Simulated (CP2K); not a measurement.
Runs of CP2K 2026.2 on SrO. It takes space group Fm-3m (No. 225, cubic). Conventional cell: a = 5.133 Å, b = 5.133 Å, c = 5.133 Å, α = 90.00°, β = 90.00°, γ = 90.00°. Sr (site symmetry m-3m) is surrounded by 6 O at 2.57 Å. O (site symmetry m-3m) is surrounded by 6 Sr at 2.57 Å. 

```tsv
task	level	potentials or basis	spin	cell	smearing	EPS_DEFAULT	k points reduced by the point group	CUTOFF of the grids	points a segment of the path (NPOINTS)	bands added on the path	gap on the mesh (eV)	pressure (GPa)
single point	PBEsol	POTENTIAL_UZH Sr GTH-PBE-q10, O GTH-PBE-q6; TZVP-MOLOPT-PBE-GTH basis	off	the cell as VASP's run set it	gaussian 0.1 eV	1.0E-10	yes	600 Ry	-	-	(a)	1.2
band structure	r2SCAN	GTH_POTENTIALS Sr GTH-PBE-q10, O GTH-PBE-q6; DZVP-MOLOPT-SR-GTH basis	off	as given	fermi-dirac 0.05 eV	1.0E-9	yes	900 Ry	8	4	3.97	2.5
band structure	PBE	GTH_POTENTIALS Sr GTH-PBE-q10, O GTH-PBE-q6; DZVP-MOLOPT-SR-GTH basis	off	as given	fermi-dirac 0.05 eV	1.0E-9	yes	600 Ry	8	4	3.47	4.4
band structure	r2SCAN	GTH_SOC_POTENTIALS Sr GTH-PBE-q10, O GTH-PBE-q6; DZVP-MOLOPT-SR-GTH basis	SOC, no magnetisation	as given	fermi-dirac 0.05 eV	1.0E-9	-	900 Ry	8	4	-	2.5
band structure	PBE	GTH_SOC_POTENTIALS Sr GTH-PBE-q10, O GTH-PBE-q6; DZVP-MOLOPT-SR-GTH basis	SOC, no magnetisation	as given	fermi-dirac 0.05 eV	1.0E-9	-	600 Ry	8	4	-	4.4
```

Alike in all rows: k mesh 9 × 9 × 9.

Question: Fill in the values left out.

Answer: (a) 3.45.

Caveats: the basis of atomic orbitals isn't converged, which shifts pressures, moduli and gaps; the potentials were made for another functional, which shifts forces and pressure (some runs); an odd mesh through Γ misses points on the zone boundary, where band edges often lie (some runs).

A k mesh can miss the band edges, and rows without SOC leave out spin-orbit coupling on Sr.
